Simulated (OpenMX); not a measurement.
# Cu in OpenMX: convergence with ElectronicTemperature

Input of the first run (ElectronicTemperature 3000 K); the others differ in this setting and in those tied to it:

Contents of Cu.dat:

```
System.CurrrentDirectory             ./
System.Name                          Cu
DATA.PATH                            ./DFT_DATA13
level.of.stdout                      1
level.of.fileout                     0
Species.Number                       1
<Definition.of.Atomic.Species
  Cu  Cu6.0H-s2p2d1          Cu_CA13H
Definition.of.Atomic.Species>

Atoms.Number                         1
Atoms.SpeciesAndCoordinates.Unit     AU
<Atoms.SpeciesAndCoordinates
    1  Cu    0.0136336314   -0.0165309842   -0.0156979452   9.500  9.500
Atoms.SpeciesAndCoordinates>

Atoms.UnitVectors.Unit               AU
<Atoms.UnitVectors
    -0.0614709011    3.4208105767    3.4571537895
     3.3665338629   -0.0625196991    3.4582025875
     3.3065067126    3.3618303346   -0.0024925488
Atoms.UnitVectors>

scf.XcType                           LDA
scf.SpinPolarization                 off
scf.ElectronicTemperature            3000.0
scf.energycutoff                     500.0
scf.maxIter                          100
scf.EigenvalueSolver                 band
scf.Kgrid                            9 9 9
scf.Mixing.Type                      rmm-diisk
scf.Init.Mixing.Weight               0.05
scf.Min.Mixing.Weight                0.001
scf.Max.Mixing.Weight                0.3
scf.Mixing.History                   25
scf.Mixing.StartPulay                8
scf.criterion                        1.0e-8
scf.stress.tensor                    on
MD.Type                              nomd
```

Potentials or basis: OpenMX 2013 LDA set, Cu6.0H-s2p2d1, grid cutoff 500 Ry.

Run with:

```console
$ openmx Cu.dat -nt 1 > Cu.std
```

The cell isn't the ideal one: cell strained at random at fixed volume.

Hardware: 1 thread of Intel(R) Xeon(R) 6975P-C (Granite Rapids), with other jobs on the host.

```tsv
ElectronicTemperature	energy less the tightest run, at zero smearing (meV/atom)	pressure (GPa)	SCF cycles	CPU time (s)	peak memory (GiB)
3000 K	3.61	-11.84	14	16	0.37
2000 K	0.64	-11.96	14	16	0.37
1200 K	-0.21	-12.00	14	16	0.37
800 K	-0.26	-11.99	14	16	0.37
500 K	-0.15	-11.97	14	16	0.37
300 K	-0.06	-11.95	14	16	0.37
150 K	-0.02	-11.93	15	16	0.37
75 K	0.00	-11.92	15	16	0.37
```

Against the tightest run, the energy stays within 1 meV/atom from 2000 K on; the pressure stays within 0.1 GPa from 3000 K on. The tightest run that finished is the yardstick and may itself not be fully converged.

Caveat, for the tightest run too: the transition metal has a single d function, too few for pressures, volumes and moments; the basis of atomic orbitals isn't converged, which shifts pressures, moduli and gaps.
